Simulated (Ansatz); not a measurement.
# LiF: the band gap up the ladder of functionals

One table from this session's results is given with a row withheld; the runs are named, their logs left out.

Code: Ansatz 0.2.0. PAW datasets, plane waves. Spin-unpolarised throughout. Whether this structure exists isn't addressed.

## Starting point

The cell was relaxed beforehand with r2SCAN.

It is cubic, Pm-3m (No. 221); a = 2.516 Å in the conventional setting, 7.97 Å³ an atom. Around Li lie 8 F at 2.18 Å; around F lie 8 Li at 2.18 Å.

Coordinates:

```cif
data_structure
_symmetry_space_group_name_H-M 'Pm-3m'
_symmetry_Int_Tables_number 221
_cell_length_a 2.5163
_cell_length_b 2.5163
_cell_length_c 2.5163
_cell_angle_alpha 90.000
_cell_angle_beta 90.000
_cell_angle_gamma 90.000
_cell_volume 15.93
loop_
_atom_site_label
_atom_site_type_symbol
_atom_site_symmetry_multiplicity
_atom_site_Wyckoff_symbol
_atom_site_fract_x
_atom_site_fract_y
_atom_site_fract_z
_atom_site_occupancy
Li1 Li 1 a 0.00000 0.00000 0.00000 1
F1 F 1 b 0.50000 0.50000 0.50000 1
```

The first run:

Contents of input.yaml:

```yaml
crystal:
  lattice:
    - [2.516258452, 0.0, 0.0]
    - [0.0, 2.516258452, 0.0]
    - [0.0, 0.0, 2.516258452]
  atoms:
    - { symbol: Li, position: [0.0, 0.0, 0.0] }
    - { symbol: F, position: [0.5, 0.5, 0.5] }
kpoints:
  mp_grid: { grid: [10, 10, 10] }
  band_path:
    path:
      - [[0.0, 0.0, 0.0], [-8.561551071138e-51, 0.5, 1.275657211641e-35], [0.5, 0.5, -1.020525769313e-34], [0.0, 0.0, 0.0], [0.5, 0.5, 0.5], [-8.561551071138e-51, 0.5, 1.275657211641e-35]]
      - [[0.5, 0.5, 0.5], [0.5, 0.5, -1.020525769313e-34]]
    npoints: 10
hamiltonian:
  xc: pbe
scf:
  occupations: { method: fermi_dirac, width: 0.02 }
  n_extra_bands: 4
output:
  forces: true
  stress: true
  eigenvalues: true
```

The run is started by

```bash
$ ansatz run input.yaml --threads 2 --pin off --max-ram 2211MiB --backend cpu --events-out ev --progress --plain --runs-dir out
```

Steps of the session up to this table: PBE bands along the symmetry lines; r2SCAN at the same geometry; HSE06; Single point with PBE0; Single point with LDA; G0W0 on PBE; One-shot GW from PBE; DDH-PBE0 at the same geometry; r2SCAN0 at the same geometry; Single point with Hartree-Fock.

One table of the session follows, with a row left open; its other results are not shown here.

```
                     level  gap (eV)
                       PBE      7.93
                    r2SCAN         ?
                     HSE06     10.17
                      PBE0     10.93
                       LDA      7.74
 G0W0@PBE (47 empty bands)     11.68
G0W0@PBE (118 empty bands)     11.95
                  DDH-PBE0     13.54
                   r2SCAN0     11.57
              Hartree-Fock     20.49
```

Q: Estimate the row for r2SCAN from the others.

The run gave: gap (eV): 8.91. In the column «gap (eV)» it lies between PBE (7.93) and HSE06 (10.17).

Meshes: PBE 10×10×10, r2SCAN 10×10×10, HSE06 8×8×8, PBE0 8×8×8, LDA 10×10×10, DDH-PBE0 8×8×8, r2SCAN0 8×8×8, Hartree-Fock 8×8×8

What this shows: LDA gives the least gap, 7.74 eV, and Hartree-Fock the largest, 20.49 eV. PBE reaches 66 % of the G0W0@PBE value, and r2SCAN 75 %. PBE0 lies 0.76 eV above HSE06, which differs from it by screening the long-range exchange. Hartree-Fock lies above G0W0@PBE by 8.5 eV. No extrapolation in bands, cutoff or mesh was made for G0W0.

To keep in mind: Warnings in the runs' records: stress exchange threshold loose, stress scf threshold loose.
